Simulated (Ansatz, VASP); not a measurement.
This is a calculation of Fe for VASP 6.6.1.

The input INCAR:

```
ALGO = Fast
EDIFF = 1E-6
EDIFFG = -0.005
ENCUT = 600
IBRION = 2
ISIF = 3
ISMEAR = -1
ISPIN = 2
LASPH = T
LCHARG = F
LMAXMIX = 4
LORBIT = 11
LREAL = F
LWAVE = F
MAGMOM = 3
NELM = 150
NSW = 40
PREC = Accurate
SIGMA = 0.05
```

The input KPOINTS:

```
k-points
0
Gamma
  13 13 13
```

File POSCAR:

```
Fe
1.0
   -1.4430000000      1.4430000000      1.4430000000
    1.4430000000     -1.4430000000      1.4430000000
    1.4430000000      1.4430000000     -1.4430000000
Fe
1
Direct
    0.0000000000      0.0000000000      0.0000000000
```

Potentials or basis: VASP PAW LDA potentials, release 64 (Fe).

Run with:

```sh
$ cat potpaw_LDA.64/Fe/POTCAR > POTCAR
$ mpirun -np 1 vasp_std > vasp.out
```

Task: Set up the same calculation for Ansatz 0.2.0. Potentials there: Ansatz PAW.

Result: As run (the cutoff follows the program's own potentials):

Contents of input.yaml:

```yaml
crystal:
  lattice:
    - [-1.443, 1.443, 1.443]
    - [1.443, -1.443, 1.443]
    - [1.443, 1.443, -1.443]
  atoms:
    - { symbol: Fe, position: [0.0, 0.0, 0.0], spin: 3.0 }
hamiltonian:
  xc: lda
  pseudopotentials: { kind: paw }
magnetization:
  spin_polarized: true
kpoints:
  mp_grid: { grid: [13, 13, 13] }
scf:
  occupations: { method: fermi_dirac, width: 0.05 }
output:
  forces: true
  stress: true
relax:
  f_tol: 0.01
  max_steps: 40
  cell: { stress_tol: 0.05 }
```

Potentials or basis: Ansatz PAW.

Launch:

```bash
$ ansatz run input.yaml --threads 2 --pin off --max-ram 5632MiB --backend cpu --events-out ev --progress --plain --runs-dir out
```

Both were run:

|  | VASP | Ansatz | Ansatz less VASP |
| --- | --- | --- | --- |
| net moment per atom (μB) | 1.98 | 2.00 | +0.019 |
| size of the moment on the site where the two differ most (μB) | 1.95 | 2.00 | +0.054 |
| relaxed volume (Å³/atom) | 10.38 | 10.41 | +0.026 |
| relaxed cell length with the largest relative difference (Å) | 2.380 | 2.382 | +0.0020 |
| energy change over the relaxation (meV/atom) | -161 | -154 | +7.1 |

Site moments also hang on the region over which each program counts them. The two sets of potentials don't hold the same shells in valence.

Caveats: the volume moved by -14 % from the deposited cell, more than functionals usually miss (VASP); the plane-wave basis is chosen anew once the cell has moved, so the energies of steps on either side of that aren't comparable (Ansatz); the volume moved by -13 % from the deposited cell, more than functionals usually miss (Ansatz); the PAW data sets come from PBE, with cores solved anew for the run's functional, which leaves a small shift of forces and pressure (Ansatz). LDA usually gives volumes a few per cent too small. Zero-point motion and thermal expansion aren't in these numbers.
